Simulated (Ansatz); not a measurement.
# CdSe: the cost of one run

Method: DFT PBEsol, all-electron LAPW, scalar-relativistic unless said, in Ansatz 0.2.0.

## (1) The structure to begin with

The structure is cubic, space group F-43m (No. 216). Conventional cell: a = 6.083 Å, b = 6.083 Å, c = 6.083 Å, α = 90.00°, β = 90.00°, γ = 90.00°. Cd (site symmetry -43m) has 4 Se at 2.63 Å as nearest neighbours. Se (site symmetry -43m) has 4 Cd at 2.63 Å as nearest neighbours.

Coordinates:

```cif
data_structure
_symmetry_space_group_name_H-M 'P 1'
_symmetry_Int_Tables_number 1
_cell_length_a 4.3011
_cell_length_b 4.3011
_cell_length_c 4.3011
_cell_angle_alpha 60.000
_cell_angle_beta 60.000
_cell_angle_gamma 90.000
_cell_volume 56.26
loop_
_atom_site_label
_atom_site_type_symbol
_atom_site_fract_x
_atom_site_fract_y
_atom_site_fract_z
_atom_site_occupancy
Cd1 Cd 0.00000 0.00000 0.00000 1
Se1 Se 0.75000 0.25000 0.50000 1
```

Cartesian axes are those of the input's lattice vectors. The structure goes back to a database entry.

## (2) Reference run, fine mesh, LAPW

The input, input.yaml:

```yaml
crystal:
  lattice:
    - [3.0413144136, 3.0413144136, 0.0]
    - [-3.0413144136, 3.0413144136, 0.0]
    - [0.0, 3.0413144136, 3.0413144136]
  atoms:
    - { symbol: Cd, position: [0.0, 0.0, 0.0] }
    - { symbol: Se, position: [0.75, 0.25, 0.5] }
kpoints:
  mp_grid: { grid: [6, 6, 6] }
scf:
  occupations: { method: fermi_dirac, width: 0.01 }
hamiltonian:
  xc: pbesol
  pseudopotentials: { kind: all_electron, lapw: { basis_error: 0.001 } }
magnetization:
  noncollinear: true
  spin_orbit: true
output:
  forces: true
  stress: true
  eigenvalues: true
  eigenstates:
    nscf_kmesh: { grid: [10, 10, 10] }
    de_dk: true
    e_range: [-9, 10.48062836391]
checkpoint:
  write: ck
  write_wavefunctions: false
```

Launch:

```bash
$ ansatz run input.yaml --threads 1 --pin off --max-ram 3072MiB --backend cpu --events-out ev --progress --plain --runs-dir out
```

**Question.** How long does this run take on 1 thread of Intel Xeon 6975P-C (Granite Rapids), shared host, and how much memory does it need?

About 59 s, with a peak of 0.49 GiB.
